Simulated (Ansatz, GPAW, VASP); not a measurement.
## Si: programs and potentials compared

```xyz
2
Lattice="0.0000 2.7219 2.7219 2.7219 0.0000 2.7219 2.7219 2.7219 0.0000" Properties=species:S:1:pos:R:3 pbc="T T T"
Si    2.7219    2.7219    2.7219
Si    4.0828    4.0828    4.0828
```

Alike in all runs: task single point; functional PBE; k mesh 8 × 8 × 8; occupations gaussian, width 0.016 eV; no spin polarisation; no spin-orbit coupling. Pressure is positive in compression and, in plane waves, holds the error of the finite cutoff, which Ansatz's Pulay term estimates and takes out.

| program and potentials | plane-wave cutoff (eV) | notes | band gap (eV) | pressure (GPa) |
| --- | --- | --- | --- | --- |
| Ansatz, Ansatz PAW | 420 | Pulay term of +0.02 GPa included | 0.63 | 1.34 |
| VASP, PBE PAW files Si, 520 eV | 520 | - | 0.63 | 1.27 |
| Ansatz, all-electron LAPW, scalar-relativistic | - | - | 0.63 | 1.31 |
| GPAW, GPAW PAW data sets (gpaw-data 1.2.1) | 600 | - | 0.62 | 1.61 |

The band gap spans 0.62 (GPAW, GPAW PAW data sets (gpaw-data 1.2.1)) to 0.63 eV (VASP, PBE PAW files Si, 520 eV), with all-electron results at 0.63. The pressure spans 1.27 (VASP, PBE PAW files Si, 520 eV) to 1.61 GPa (GPAW, GPAW PAW data sets (gpaw-data 1.2.1)), with all-electron results at 1.31. The gap is indirect and read on the mesh alone.

The functional is the same throughout but for its coding, so the spread measures potentials, basis and numerics; runs on potential files found faulty are left out.

The four treatments agree almost completely on the band gap, but less closely on the pressure. The gap separates bonding valence states of p character from antibonding conduction states, and all the potentials evidently describe this valence region alike. Their agreement doesn't make the gap physically accurate: it lies well below experiment, as expected of Kohn-Sham gaps from a semilocal functional, which lacks the derivative discontinuity.

The positive pressure in every run means that the crystal would expand at this level of theory, in line with PBE's known tendency to overestimate silicon's lattice constant. Pressure is a volume derivative of the energy, so it exposes small differences that the gap hides. GPAW stands apart at 1.61 GPa against the all-electron 1.31 GPa, probably through its data set or residual numerical error. For a covalent network as stiff as silicon, this offset amounts to only a very small change in equilibrium lattice constant. Agreement at one volume doesn't establish equal agreement in the bulk modulus.
